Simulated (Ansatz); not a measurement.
# HfB: do energies and stresses tell the same story?

Method: DFT PBEsol, scalar-relativistic, plane waves, PAW (Ansatz).

Cutoff 420 eV; k points 16×16×16 on the computed 2-atom cell (Γ-centred); Gaussian smearing, width 0.10 eV; no spin polarisation.

Relaxed cell: Fm-3m, a = 4.788 Å, b = 4.788 Å, c = 4.788 Å, α = 90.00°, β = 90.00°, γ = 90.00°, 2 atoms in the primitive cell. Whether it is the stable form of this composition wasn't checked.

Energies at zero smearing and pressures from the stress tensor, at volumes with shape and atoms relaxed:
| V (Å³/atom) | E − E(first) (meV/atom) | P (GPa) |
| --- | --- | --- |
| 12.073 | 0.00 | 29.18 |
| 12.485 | -63.16 | 20.19 |
| 12.896 | -104.86 | 12.44 |
| 13.308 | -128.00 | 5.74 |
| 13.720 | -135.13 | -0.05 |
| 14.131 | -128.39 | -5.05 |
| 14.543 | -109.67 | -9.39 |
| 15.092 | -68.83 | -14.27 |

Task: Check P = −dE/dV between neighbouring volumes, and get the bulk modulus from the pressures alone.

Result: With 1 eV/Å³ = 160.2 GPa:
| middle V (Å³/atom) | −ΔE/ΔV (GPa) | mean P (GPa) |
| --- | --- | --- |
| 12.279 | 24.588 | 24.689 |
| 12.691 | 16.229 | 16.318 |
| 13.102 | 9.010 | 9.092 |
| 13.514 | 2.773 | 2.848 |
| 13.925 | -2.622 | -2.551 |
| 14.337 | -7.286 | -7.221 |
| 14.817 | -11.924 | -11.828 |

The two differ by 0.10 GPa at most. The mean of two end pressures misses the average over a step by about ΔV² P″/12, up to 0.11 GPa here; with that taken off 0.02 GPa remains. Around V = 13.720 Å³/atom, the two neighbours give B = −V ΔP/ΔV = 13.720 × 10.80 / 0.823 = 180.0 GPa, against B0 = 179.6 GPa from the Birch–Murnaghan fit of the energies.

Spin–orbit coupling is left out, which can shift energies with elements as heavy as these.